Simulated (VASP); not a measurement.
# SnTe: an input that fails (self-consistent run)

SnTe, Fm-3m (no. 225), 2 atoms in the cell.

INCAR:
```
  PREC = Normal
  ENCUT = 250
  EDIFF = 1E-5
  ISMEAR = 0
  SIGMA = 0.05
  LREAL = F
  LASPH = T
  NELM = 40
  ALGO = Normal
  ISIF = 2
  LWAVE = F
  LCHARG = F
  ML_LMLFF = T
  ML_TYPE = grace
  ML_MODE = run
  IBRION = 0
  MDALGO = 2
  SMASS = 0
  POTIM = 1
  NSW = 2
  TEBEG = 300
```

KPOINTS:
```
k-points
0
Gamma
  3 3 3
```

POSCAR:
```
SnTe
1.0
    0.0000000000      3.1508500000      3.1508500000
    3.1508500000      0.0000000000      3.1508500000
    3.1508500000      3.1508500000      0.0000000000
Te Sn
1 1
Direct
    0.5000000000      0.5000000000      0.5000000000
    0.0000000000      0.0000000000      0.0000000000
```

Commands:
```
cat potpaw_PBE.64/Te/POTCAR potpaw_PBE.64/Sn_d/POTCAR > POTCAR
mpirun -np 1 vasp_std > vasp.out
```

VASP stops with:
```
Found ML_TYPE = grace in INCAR but VASP was compiled without VASPml library which is a prerequisite for GRACE force field support. Please recompile VASP with VASPml (-Dlibvaspml) and enable GRACE support (-DVASPML_ENABLE_GRACE). ---->  I REFUSE TO CONTINUE WITH THIS SICK JOB ... BYE!!! <----
```

Cause: an option that this build lacks.
